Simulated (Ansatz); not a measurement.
Steps from a short run of molecular dynamics on a 2×2×2 supercell (16 atoms) of SrO (Fm-3m), relaxed with r2SCAN; forces from r2SCAN in Ansatz, 2×2×2 mesh, Fermi-Dirac smearing of 0.086 eV, Langevin thermostat and barostat (NPT), set at 1000 K. Spin polarisation is off, nuclei are classical, and the run is far too short for thermal averages.

Task: At 6 fs the positions in Å are
```
cell (Å): 0.000 5.160 5.160; 5.160 0.000 5.160; 5.160 5.160 0.000
Sr   2.605   2.610   2.588
O   -0.034  -0.006   0.048
Sr   5.171   5.185   2.560
O    2.603   2.559   0.090
Sr   5.154   2.579   5.132
O    2.512  -0.016   2.520
Sr   7.738   5.156   5.181
O    5.215   2.559   2.543
Sr   2.603   5.162   5.180
O    0.013   2.560   2.528
Sr   5.162   7.708   5.169
O    2.537   5.130   2.640
Sr   5.163   5.181   7.754
O    2.533   2.546   5.157
Sr   7.719   7.735   7.724
O    5.121   5.150   5.125
```
What are the forces, and how far does the free energy (smearing included) lie above that of step 0, with the atoms on their sites?

Result: 8.2 meV an atom; forces in eV/Å:
```
cell (Å), as above: 0.000 5.160 5.160; 5.160 0.000 5.160; 5.160 5.160 0.000
Sr  -0.289  -0.210  -0.025
O   -0.077   0.048  -0.393
Sr  -0.019  -0.020   0.031
O   -0.140   0.160  -0.458
Sr   0.127   0.001   0.289
O    0.402  -0.031   0.469
Sr  -0.062  -0.112  -0.119
O   -0.220  -0.044   0.218
Sr  -0.266  -0.008  -0.032
O   -0.141   0.190   0.146
Sr  -0.034   0.222  -0.207
O    0.045   0.198  -0.319
Sr  -0.089  -0.364  -0.007
O    0.286  -0.034   0.083
Sr   0.258   0.064   0.105
O    0.219  -0.058   0.221
```

Task: At 12 fs the positions in Å are
```
cell (Å): 0.000 5.162 5.162; 5.162 0.000 5.162; 5.162 5.162 0.000
Sr   2.619   2.642   2.594
O   -0.053  -0.003   0.102
Sr   5.181   5.204   2.539
O    2.630   2.528   0.181
Sr   5.154   2.578   5.119
O    2.474  -0.031   2.474
Sr   7.742   5.156   5.193
O    5.266   2.542   2.515
Sr   2.623   5.162   5.200
O    0.036   2.546   2.499
Sr   5.161   7.680   5.178
O    2.498   5.100   2.685
Sr   5.164   5.194   7.771
O    2.495   2.526   5.161
Sr   7.696   7.739   7.715
O    5.101   5.135   5.084
```
What are the forces, and how far does the free energy (smearing included) lie above that of step 0, with the atoms on their sites?

Result: 28.6 meV an atom; forces in eV/Å:
```
cell (Å), as above: 0.000 5.162 5.162; 5.162 0.000 5.162; 5.162 5.162 0.000
Sr  -0.429  -0.426   0.105
O   -0.178   0.046  -0.847
Sr  -0.066  -0.042   0.181
O   -0.267   0.357  -0.947
Sr   0.195   0.011   0.481
O    0.686  -0.102   0.880
Sr  -0.142  -0.174  -0.137
O   -0.445  -0.092   0.419
Sr  -0.449  -0.026  -0.137
O   -0.311   0.363   0.219
Sr  -0.036   0.376  -0.358
O    0.087   0.448  -0.554
Sr  -0.119  -0.591  -0.032
O    0.535  -0.105   0.167
Sr   0.540   0.046   0.105
O    0.398  -0.086   0.454
```

Task: At 48 fs the positions in Å are
```
cell (Å): 0.000 5.175 5.175; 5.175 0.000 5.175; 5.175 5.175 0.000
Sr   2.603   2.803   2.673
O   -0.141   0.059   0.042
Sr   5.180   5.198   2.486
O    2.461   2.381   0.298
Sr   5.179   2.553   5.143
O    2.657  -0.292   2.573
Sr   7.789   5.161   5.190
O    5.127   2.438   2.510
Sr   2.658   5.117   5.282
O   -0.028   2.590   2.488
Sr   5.218   7.644   5.198
O    2.498   5.236   2.665
Sr   5.184   5.227   7.842
O    2.596   2.313   5.210
Sr   7.612   7.745   7.723
O    5.034   5.110   5.028
```
What are the forces, and how far does the free energy (smearing included) lie above that of step 0, with the atoms on their sites?

Result: 75.1 meV an atom; forces in eV/Å:
```
cell (Å), as above: 0.000 5.175 5.175; 5.175 0.000 5.175; 5.175 5.175 0.000
Sr  -0.382  -1.112  -0.399
O    0.530  -0.784  -0.250
Sr   0.076   0.507   0.542
O    0.550   0.532  -0.820
Sr   0.079   0.162   0.671
O   -0.527   0.985   0.339
Sr  -0.404  -0.826  -0.309
O   -0.023   0.883   0.069
Sr  -0.384   0.520  -0.103
O    0.180  -0.157   0.696
Sr  -0.788   0.071  -0.589
O    0.336  -0.428  -0.164
Sr  -0.619  -1.068  -0.204
O   -0.512   1.172  -0.140
Sr   1.220  -0.676   0.450
O    0.668   0.220   0.211
```

Task: At 54 fs the positions in Å are
```
cell (Å): 0.000 5.180 5.180; 5.180 0.000 5.180; 5.180 5.180 0.000
Sr   2.587   2.817   2.682
O   -0.126   0.009   0.015
Sr   5.178   5.198   2.478
O    2.442   2.393   0.237
Sr   5.192   2.558   5.164
O    2.673  -0.340   2.610
Sr   7.778   5.153   5.179
O    5.083   2.442   2.529
Sr   2.662   5.115   5.297
O   -0.064   2.609   2.560
Sr   5.222   7.632   5.207
O    2.522   5.281   2.625
Sr   5.190   5.226   7.842
O    2.662   2.315   5.230
Sr   7.618   7.763   7.729
O    5.075   5.086   5.032
```
What are the forces, and how far does the free energy (smearing included) lie above that of step 0, with the atoms on their sites?

Result: 75.5 meV an atom; forces in eV/Å:
```
cell (Å), as above: 0.000 5.180 5.180; 5.180 0.000 5.180; 5.180 5.180 0.000
Sr  -0.249  -1.009  -0.469
O    0.592  -0.636  -0.037
Sr  -0.041   0.465   0.542
O    0.662   0.365  -0.346
Sr  -0.086  -0.010   0.506
O   -0.589   1.556   0.006
Sr  -0.141  -0.723  -0.278
O    0.067   0.860  -0.022
Sr  -0.294   0.549  -0.185
O    0.469  -0.303   0.431
Sr  -0.782   0.209  -0.595
O    0.262  -0.842   0.031
Sr  -0.589  -0.968  -0.029
O   -0.804   1.192  -0.324
Sr   1.102  -1.039   0.538
O    0.420   0.333   0.231
```

Task: At 72 fs the positions in Å are
```
cell (Å): 0.000 5.190 5.190; 5.190 0.000 5.190; 5.190 5.190 0.000
Sr   2.561   2.818   2.698
O   -0.020  -0.236  -0.054
Sr   5.188   5.198   2.458
O    2.445   2.488   0.070
Sr   5.258   2.559   5.263
O    2.625  -0.315   2.673
Sr   7.757   5.104   5.145
O    5.026   2.554   2.636
Sr   2.647   5.106   5.351
O   -0.065   2.523   2.709
Sr   5.219   7.614   5.205
O    2.596   5.326   2.544
Sr   5.173   5.213   7.852
O    2.765   2.465   5.219
Sr   7.678   7.767   7.735
O    5.175   5.080   5.040
```
What are the forces, and how far does the free energy (smearing included) lie above that of step 0, with the atoms on their sites?

Result: 64.2 meV an atom; forces in eV/Å:
```
cell (Å), as above: 0.000 5.190 5.190; 5.190 0.000 5.190; 5.190 5.190 0.000
Sr   0.241  -0.662  -0.178
O    0.383   0.343   0.191
Sr  -0.270  -0.130   0.773
O    0.782  -0.095   0.339
Sr  -0.676   0.027  -0.371
O   -0.143   1.499  -0.535
Sr   0.290  -0.004  -0.072
O    0.352  -0.115  -0.316
Sr  -0.003   0.400  -0.673
O    0.531   0.164  -0.376
Sr  -0.602   0.410  -0.291
O   -0.262  -1.090   0.147
Sr  -0.237  -0.355   0.257
O   -0.962   0.340  -0.187
Sr   0.577  -0.907   0.649
O    0.000   0.174   0.642
```

Task: At 84 fs the positions in Å are
```
cell (Å): 0.000 5.204 5.204; 5.204 0.000 5.204; 5.204 5.204 0.000
Sr   2.563   2.810   2.713
O    0.066  -0.350  -0.082
Sr   5.210   5.185   2.456
O    2.531   2.590   0.013
Sr   5.288   2.555   5.331
O    2.535  -0.252   2.640
Sr   7.784   5.055   5.119
O    5.072   2.620   2.652
Sr   2.627   5.097   5.390
O   -0.038   2.341   2.733
Sr   5.208   7.619   5.208
O    2.647   5.279   2.510
Sr   5.149   5.215   7.869
O    2.798   2.706   5.193
Sr   7.751   7.744   7.729
O    5.278   5.114   5.107
```
What are the forces, and how far does the free energy (smearing included) lie above that of step 0, with the atoms on their sites?

Result: 74.7 meV an atom; forces in eV/Å:
```
cell (Å), as above: 0.000 5.204 5.204; 5.204 0.000 5.204; 5.204 5.204 0.000
Sr   0.438  -0.529  -0.116
O    0.022   1.005  -0.032
Sr  -0.286  -0.769   0.877
O    0.300  -0.339   0.320
Sr  -0.435   0.264  -0.836
O    0.581   0.840  -0.274
Sr   0.163   0.256   0.121
O    0.274  -0.848  -0.161
Sr   0.139   0.626  -0.976
O    0.310   1.190  -0.653
Sr  -0.405   0.271  -0.084
O   -0.631  -0.590   0.026
Sr   0.163  -0.025   0.145
O   -0.603  -0.683   0.132
Sr   0.166  -0.512   0.692
O   -0.195  -0.156   0.819
```
